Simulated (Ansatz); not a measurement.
**Relaxation of Ru**

Method: DFT PBEsol, scalar-relativistic, plane waves, PAW (Ansatz). (420 eV cutoff, 24×24×12 k-mesh, Gaussian smearing of 0.10 eV, no spin polarisation)

What was changed: biaxial strain in the a-b plane, c and atoms relaxed: +3.0 %.

Command:

```bash
ansatz run input.yaml --threads 1 --pin off --max-ram 2560MiB --backend cpu --events-out ev --progress --plain --runs-dir out
```

Input:

```yaml
crystal:
  lattice:
    - [2.7701656375, 0.0, 0.0]
    - [-1.3850828187, 2.3990338148, 0.0]
    - [0.0, 0.0, 4.1754080737]
  atoms:
    - { symbol: Ru, position: [0.3333333333, 0.6666666667, 0.25] }
    - { symbol: Ru, position: [0.6666666667, 0.3333333333, 0.75] }
basis:
  ecutwfc: 420
kpoints:
  mp_grid: { grid: [24, 24, 12] }
hamiltonian:
  xc: pbesol
scf:
  occupations: { method: gaussian, width: 0.1 }
output:
  forces: true
  stress: true
  eigenvalues: true
relax:
  adjacent_minimum: "off"
  f_tol: 0.008
  max_steps: 40
  cell: { stress_tol: 0.015, fix: [a, b, gamma] }
```

F is the free energy. Steps run on the plane waves of an earlier cell, but the last one, and at times one on the way, on a freshly chosen basis, so a repeated geometry can differ a little in energy. The held parts of the cell keep their stress, so P needn't end at zero.

Steps:

| step | F − F(1) (eV) | largest force component (eV/Å) | V (Å³/atom) | P (GPa) |
| --- | --- | --- | --- | --- |
| 1 | 0.0000 | 0.000 | 13.874 | -11.51 |
| 2 | 0.0000 | 0.000 | 13.895 | -12.00 |
| 3 | 0.0000 | 0.000 | 13.886 | -11.79 |
| 4 | 0.0000 | 0.000 | 13.886 | -11.79 |

Relaxed structure:

```yaml
crystal:
  lattice:
    - [2.77017, 0.00000, 0.00000]
    - [-1.38508, 2.39903, 0.00000]
    - [0.00000, 0.00000, 4.17890]
  atoms:
    - { symbol: Ru, position: [0.33333, 0.66667, 0.25000] }
    - { symbol: Ru, position: [0.66667, 0.33333, 0.75000] }
```

The structure is hexagonal, space group P6_3/mmc (No. 194). Conventional cell: a = 2.770 Å, b = 2.770 Å, c = 4.179 Å, α = 90.00°, β = 90.00°, γ = 120.00°. Around Ru (site symmetry -6m2) lie 12 Ru at 2.63 to 2.77 Å.

The run converged. The run took 46 s on 1 thread of Intel(R) Xeon(R) Platinum 8259CL CPU @ 2.50GHz (Skylake/Cascade Lake), on a shared host, peak memory 0.55 GiB.